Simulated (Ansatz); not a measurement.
MnO:

```
CELL_PARAMETERS angstrom
0.00000 2.22391 2.22391
2.22391 0.00000 2.22391
2.22391 2.22391 0.00000
ATOMIC_POSITIONS crystal
Mn 0.00000 0.00000 0.00000
O 0.50000 0.50000 0.50000
```

The cell is a database's computed one.

Program: Ansatz 0.2.0. Alike in all runs: potentials or basis all-electron LAPW, scalar-relativistic; spin collinear, ferromagnetic start; cell as given; k mesh 10 × 10 × 10; cutoff (eV) 324; basis error allowed 0.001 eV/atom.

Problem. Order these runs on this cell by their pressure, lowest first.
A. level LDA; smearing gaussian 0.05 eV
B. level PBEsol; smearing fermi-dirac 0.05 eV
C. level PBEsol+U; U Mn d U = 4 eV; smearing fermi-dirac 0.05 eV
D. level PBEsol+U; U Mn d U = 6 eV; smearing fermi-dirac 0.05 eV
E. level PBE; smearing gaussian 0.018 eV

Solution. A (-16.4 GPa), B (-7.1 GPa), E (0.2 GPa), C (2.8 GPa), D (5.2 GPa).

Caveats: a cell with one magnetic atom can't hold antiferromagnetic order, which such compounds often take; the magnetic state may not be the lowest (some runs); U is the effective U less J, on atomic orbitals that reach past the spheres (some runs); so large a pressure means that the cell lies far from this level's equilibrium, or that cutoff or potentials fall short (some runs).
